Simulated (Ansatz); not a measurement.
Rows from a G0W0 calculation on Te on the P site (charge +1) in GaP (32-atom cell) (Ansatz 0.2.0; G0W0 on LDA, plane waves, PAW; 2×2×2 mesh, 1255 empty bands, screening to 130 eV), in eV. Spin-orbit coupling is left out.

| row | Σx | Σc | Vxc | Z |
| --- | --- | --- | --- | --- |
| A | -17.20 | 1.26 | -15.69 | 0.76 |
| B | -6.95 | -3.78 | -11.02 | 0.79 |
| C | -16.50 | 1.63 | -14.57 | 0.75 |
| D | -8.01 | -3.84 | -12.29 | 0.78 |
| E | -7.43 | -3.74 | -11.51 | 0.79 |

Q: Which rows are filled states and which are empty ones, and how can one tell?

Filled: A and C. Empty: B, D and E. The sign of Σc tells: for a filled state bare exchange, which holds its interaction with itself, lies below Vxc (Σx − Vxc is -1.5 eV or lower here) and screening gives part back as a positive Σc. For an empty state Σx lies above Vxc (+4.1 eV or more) and the Coulomb hole leaves Σc negative.

[Runs of the session that timed out or met a known fault of the program may be left out.]

[Cells called generated may have been cut or substituted from an entry of the Crystallography Open Database or the Materials Project.]

[Hosts, paths, dates, database ids (printed as entryN), source tags and the programs' standing remarks are cut or masked in the printed files.]
